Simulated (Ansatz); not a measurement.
A plane-wave DFT run in Ansatz 0.2.0 (scalar-relativistic PAW potentials unless the input names others): input and command.

```yaml
crystal:
  lattice:
    - [2.7987936497, 0.0, 0.0]
    - [0.0, 4.5152900626, 0.0]
    - [0.0, 0.0, 26.7310676991]
  atoms:
    - { symbol: Ti, position: [0.5, 0.0, 0.2805724068] }
    - { symbol: Ti, position: [0.0, 0.5, 0.3293340942] }
    - { symbol: Ti, position: [0.5, 0.0, 0.3780957815] }
    - { symbol: Ti, position: [0.5, 0.5, 0.4268574689] }
    - { symbol: Ti, position: [0.0, 0.0, 0.4756191563] }
    - { symbol: Ti, position: [0.5, 0.5, 0.5243808437] }
    - { symbol: Ti, position: [0.5, 0.0, 0.5731425311] }
    - { symbol: Ti, position: [0.0, 0.5, 0.6219042185] }
    - { symbol: Ti, position: [0.5, 0.0, 0.6706659058] }
    - { symbol: Ti, position: [0.5, 0.5, 0.7194275932] }
basis:
  ecutwfc: 420
kpoints:
  mp_grid: { grid: [12, 8, 1] }
hamiltonian:
  xc: pbesol
scf:
  occupations: { method: tetrahedron }
output:
  forces: true
  eigenvalues: true
  stress: true
efield:
  axis: 3
  dipole_correction: true
  ramp_width: 0.04
```

```bash
ansatz run input.yaml --threads 1 --pin off --max-ram 2560MiB --backend cpu --events-out ev --progress --plain --runs-dir out
```

Abridged log:
```
Warning: output.forces, output.stress, relax.cell or npt_langevin: where a Kohn–Sham band that disperses or a degenerate level is filled in part under the method tetrahedron, the forces or the stress that this run publishes need not agree with its energy (scf.occupations.method in the input reference, under Limitations); prefer a smearing scheme for the forces or the stress
Basis set: ecut = 420 eV, 6595 PW (Γ), exchange–correlation on 40×64×360 points (8 copies of the dense FFT grid, shifted against one another)
Bands: 73, of which v1, the nominal top of the filled ones, is band 60 counted from 1 (59 counted from 0)
Symmetry: 4 space group operations
k-points: 35 of 96
SCF iter   1: F=—  HF=-24735.067549 eV  |F-HF|=—  |Δ(HF+E_count)|=         —  Δρ=9.42e-3  dr2=3.50e0  ethr=1.77e-3  p=0.011 e·Å  D=6.11e-3 V/Å  ΔV_dip=-0.16 eV  dr2_dipole=1.82e0  V_vac-E_F(+/−)=3.59/3.75 eV  ⟨swp⟩=10.5  Hψ=11508  notcnv=0  defer=15
efield: sawtooth ramp at fractional position 0.9800 (placed from the atoms, in the widest stretch of the axis that holds none; the zero of the levels goes with the place), width 0.0400; the density the first Hamiltonian is built on has a dipole p = 0.011 e·Å; the dipole correction subtracts the counter field D = 6.11e-3 V/Å, which shifts the + side's vacuum level by -0.16 eV against the − side's; the planar-averaged density in the ramp window peaks in size at 1.0e-4 e/Å³
SCF iter   2: F=—  HF=-24735.065878 eV  |F-HF|=—  |Δ(HF+E_count)|=   1.67e-3  Δρ=1.31e-2  dr2=5.90e0  ethr=1.77e-3  p=0.011 e·Å  D=5.99e-3 V/Å  ΔV_dip=-0.16 eV  dr2_dipole=3.95e0  V_vac-E_F(+/−)=3.66/3.81 eV  ⟨swp⟩=2.3  Hψ=3248  notcnv=0  defer=181  κ⁻¹=1.0e0(r=1)
SCF iter   3: F=—  HF=-24736.404027 eV  |F-HF|=—  |Δ(HF+E_count)|=    1.34e0  Δρ=5.19e-2  dr2=1.77e2  ethr=1.77e-3  p=-0.043 e·Å  D=-2.32e-2 V/Å  ΔV_dip=0.62 eV  dr2_dipole=7.94e1  V_vac-E_F(+/−)=3.17/2.55 eV  ⟨swp⟩=4.2  Hψ=6145  notcnv=0  defer=205  κ⁻¹=4.3e-2(r=2)
SCF iter   4: F=—  HF=-24735.101681 eV  |F-HF|=—  |Δ(HF+E_count)|=    1.30e0  Δρ=1.27e-2  dr2=8.87e0  ethr=1.77e-3  p=0.017 e·Å  D=9.21e-3 V/Å  ΔV_dip=-0.25 eV  dr2_dipole=3.10e0  V_vac-E_F(+/−)=3.18/3.42 eV  ⟨swp⟩=3.5  Hψ=5944  notcnv=0  defer=190  κ⁻¹=2.4e-3(r=3)
SCF iter   5: F=—  HF=-24735.108675 eV  |F-HF|=—  |Δ(HF+E_count)|=   6.99e-3  Δρ=1.21e-2  dr2=7.27e0  ethr=1.77e-3  p=0.024 e·Å  D=1.27e-2 V/Å  ΔV_dip=-0.34 eV  dr2_dipole=1.19e0  V_vac-E_F(+/−)=3.18/3.52 eV  ⟨swp⟩=2.6  Hψ=4241  notcnv=0  defer=190  κ⁻¹=2.5e-4(r=4)
SCF iter   6: F=—  HF=-24735.023142 eV  |F-HF|=—  |Δ(HF+E_count)|=   8.55e-2  Δρ=8.23e-3  dr2=7.55e-1  ethr=1.77e-3  p=0.008 e·Å  D=4.53e-3 V/Å  ΔV_dip=-0.12 eV  dr2_dipole=1.37e-4  V_vac-E_F(+/−)=3.45/3.57 eV  ⟨swp⟩=2.2  Hψ=3238  notcnv=0  defer=194  κ⁻¹=1.2e-4(r=5)
SCF iter   7: F=—  HF=-24734.990923 eV  |F-HF|=—  |Δ(HF+E_count)|=   3.22e-2  Δρ=2.37e-3  dr2=1.71e-1  ethr=6.29e-4  p=0.001 e·Å  D=7.16e-4 V/Å  ΔV_dip=-0.02 eV  dr2_dipole=3.27e-2  V_vac-E_F(+/−)=3.57/3.59 eV  ⟨swp⟩=2.1  Hψ=3083  notcnv=0  defer=204  κ⁻¹=2.5e-5(r=6)
SCF iter   8: F=—  HF=-24734.992573 eV  |F-HF|=—  |Δ(HF+E_count)|=   1.65e-3  Δρ=3.36e-3  dr2=1.51e-1  ethr=1.42e-4  p=0.004 e·Å  D=2.08e-3 V/Å  ΔV_dip=-0.06 eV  dr2_dipole=8.09e-3  V_vac-E_F(+/−)=3.46/3.51 eV  ⟨swp⟩=2.4  Hψ=3164  notcnv=0  defer=198  κ⁻¹=1.2e-5(r=7)
   ...
SCF iter  32: F=—  HF=-24734.986875 eV  |F-HF|=—  |Δ(HF+E_count)|=   6.36e-7  Δρ=7.93e-6  dr2=1.08e-6  ethr=4.56e-10  p=0.002 e·Å  D=1.16e-3 V/Å  ΔV_dip=-0.03 eV  dr2_dipole=3.94e-7  V_vac-E_F(+/−)=3.41/3.44 eV  ⟨swp⟩=2.5  Hψ=3208  notcnv=0  defer=190  κ⁻¹=3.6e-4(r=8)
SCF iter  33: F=—  HF=-24734.986875 eV  |F-HF|=—  |Δ(HF+E_count)|=   8.62e-8  Δρ=4.01e-6  dr2=2.17e-7  ethr=4.56e-10  p=0.002 e·Å  D=1.16e-3 V/Å  ΔV_dip=-0.03 eV  dr2_dipole=4.75e-10  V_vac-E_F(+/−)=3.41/3.44 eV  ⟨swp⟩=2.2  Hψ=3162  notcnv=0  defer=190  κ⁻¹=1.1e-4(r=8)
SCF iter  34: F=—  HF=-24734.986874 eV  |F-HF|=—  |Δ(HF+E_count)|=   5.36e-7  Δρ=4.45e-6  dr2=2.36e-7  ethr=1.81e-10  p=0.002 e·Å  D=1.16e-3 V/Å  ΔV_dip=-0.03 eV  dr2_dipole=5.68e-8  V_vac-E_F(+/−)=3.41/3.44 eV  ⟨swp⟩=2.4  Hψ=3213  notcnv=0  defer=190  κ⁻¹=9.9e-5(r=8)
SCF iter  35: F=—  HF=-24734.986875 eV  |F-HF|=—  |Δ(HF+E_count)|=   9.82e-7  Δρ=7.58e-6  dr2=4.26e-6  ethr=1.81e-10  p=0.002 e·Å  D=1.17e-3 V/Å  ΔV_dip=-0.03 eV  dr2_dipole=1.49e-6  V_vac-E_F(+/−)=3.41/3.44 eV  ⟨swp⟩=2.9  Hψ=3290  notcnv=0  defer=190  κ⁻¹=7.5e-5(r=8)
SCF iter  36: F=—  HF=-24734.986875 eV  |F-HF|=—  |Δ(HF+E_count)|=   6.87e-7  Δρ=5.24e-6  dr2=5.05e-7  ethr=1.81e-10  p=0.002 e·Å  D=1.17e-3 V/Å  ΔV_dip=-0.03 eV  dr2_dipole=2.06e-8  V_vac-E_F(+/−)=3.41/3.44 eV  ⟨swp⟩=3.0  Hψ=3284  notcnv=0  defer=190  κ⁻¹=1.1e-4(r=8)
SCF iter  37: F=—  HF=-24734.986875 eV  |F-HF|=—  |Δ(HF+E_count)|=   1.56e-7  Δρ=4.68e-6  dr2=2.32e-7  ethr=1.81e-10  p=0.002 e·Å  D=1.17e-3 V/Å  ΔV_dip=-0.03 eV  dr2_dipole=1.94e-8  V_vac-E_F(+/−)=3.41/3.44 eV  ⟨swp⟩=2.3  Hψ=3220  notcnv=0  defer=190  κ⁻¹=9.9e-5(r=8)
SCF iter  38: F=—  HF=-24734.986875 eV  |F-HF|=—  |Δ(HF+E_count)|=   1.47e-7  Δρ=3.71e-6  dr2=4.43e-7  ethr=1.81e-10  p=0.002 e·Å  D=1.16e-3 V/Å  ΔV_dip=-0.03 eV  dr2_dipole=2.80e-7  V_vac-E_F(+/−)=3.41/3.44 eV  ⟨swp⟩=2.2  Hψ=3109  notcnv=0  defer=190  κ⁻¹=6.0e-4(r=8)
SCF iter  39: F=-24734.986875 eV  HF=-24734.986875 eV  |F-HF|=3.68e-8  |Δ(HF+E_count)|=   1.65e-7  Δρ=1.66e-6  dr2=3.54e-8  ethr=8.33e-11  p=0.002 e·Å  D=1.17e-3 V/Å  ΔV_dip=-0.03 eV  dr2_dipole=4.61e-9  V_vac-E_F(+/−)=3.41/3.44 eV  ⟨swp⟩=9.5  Hψ=9296  notcnv=0
SCF 1 converged in 39 iterations: F = -24734.986875 eV  dr2 = 3.54e-8
SCF converged after 39 iterations
Stability not checked: this state was not tested for a lower state beside it, because cold or Methfessel-Paxton smearing, or corrected tetrahedra, fill the levels in a way that the test cannot read (fill_not_monotonic; see scf.lower_state_search)
Free energy (F): -24734.986875 eV
Harris-Foulkes:  -24734.986875 eV  (|F-HF|=3.68e-8)
Internal energy: -24734.985369 eV  (E = F + TS)
E sigma→0 (E₀):  -24734.986875 eV
Entropy (-TS):   -0.001505 eV (-0.151 meV/atom)
Fermi energy:    5.143973 eV
Dipole field:    D = 0.001235 V/Å  (p = 0.002306 e·Å, saw-weighted, corrected)
Work function:   Φ+ = 3.4092 eV   Φ− = 3.4422 eV
Levels:          The Fermi level and band energies are counted from a zero that moves with the ramp; work functions are not
--- Forces (eV/Å), atoms counted from 1 ---
  atom   1  Ti     0.00000000     0.00000000     0.34435543
  atom   2  Ti     0.00000000     0.00000000    -0.07583230
  atom   3  Ti     0.00000000     0.00000000    -0.31351408
  atom   4  Ti     0.00000000     0.00000000     0.00134019
  atom   5  Ti     0.00000000     0.00000000     0.15546850
  atom   6  Ti     0.00000000     0.00000000    -0.10657203
  atom   7  Ti     0.00000000     0.00000000    -0.11576174
  atom   8  Ti     0.00000000     0.00000000     0.89436954
  atom   9  Ti     0.00000000     0.00000000    -0.07702828
  atom  10  Ti     0.00000000     0.00000000    -0.70685309
--- Stress (GPa, compression-positive) ---
       -1.970933       0.000000       0.000000
        0.000000      -2.380775       0.000000
        0.000000       0.000000      -1.249322
  P = ⅓ Tr σ = -1.8670 GPa (-18.670 kbar)
```

Apart from outputs and empty bands, the input differs from a reference run on usual settings in scf.occupations.width: 0.1 → not typed; scf.occupations.method: "gaussian" → "tetrahedron". The reference, at the same geometry (not necessarily relaxed), gave pressure -1.86 GPa (averaged over a cell that holds vacuum), largest force 0.909 eV/Å, no gap on the mesh. This run converged in 39 SCF iterations (reference: 9) with an energy at zero smearing 0.35 meV/atom above the reference's, pressure -1.87 GPa (averaged over a cell that holds vacuum), largest force 0.894 eV/Å, no gap on the mesh.

Time: 3.9 min on 1 thread of Arm Neoverse V2, on a shared host, peak memory 0.81 GiB.